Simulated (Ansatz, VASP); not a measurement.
**Two plane-wave programs on AlRu**

```
Ru Al
1.0
     2.99160    0.00000    0.00000
     0.00000    2.99160    0.00000
     0.00000    0.00000    2.99160
Ru Al
1 1
Direct
  0.50000 0.50000 0.50000
  0.00000 0.00000 0.00000
```

Alike in both runs: functional LDA; k mesh 9 × 9 × 9; occupations fermi-dirac, width 0.05 eV; no spin polarisation; Hubbard terms Ru d U = 6.0 eV.

|  | VASP | Ansatz |
| --- | --- | --- |
| version | VASP 6.6.1 | Ansatz 0.2.0 |
| potentials or method | VASP PAW LDA potentials, release 64 (Ru_pv, Al) | Ansatz PAW |
| plane-wave cutoff (eV) | 520 | 420 |
| valence electrons in the cell | 17 | 19 |
| task | single point | density of states |

Ansatz gave:

| Property | Result |
| --- | --- |
| gap on the k mesh at the Fermi level (eV) | none |
| pressure (GPa) | -11.3 |

Q: Estimate VASP's values.

A: gap on the k mesh at the Fermi level (eV): none; pressure (GPa): -11.2.

The programs project onto different local orbitals, so the same U acts differently. A gap of «none» marks a metal or a gap that the smearing closes. The two sets of potentials don't hold the same shells in valence.

Caveats: U without spin polarisation on a metal has little footing; the U is typed as a test and isn't derived for this compound; the PAW data sets come from PBE, with cores solved anew for the run's functional, which leaves a small shift of forces and pressure (Ansatz); the density of states is complete only up to the lowest level of the last band computed (Ansatz).
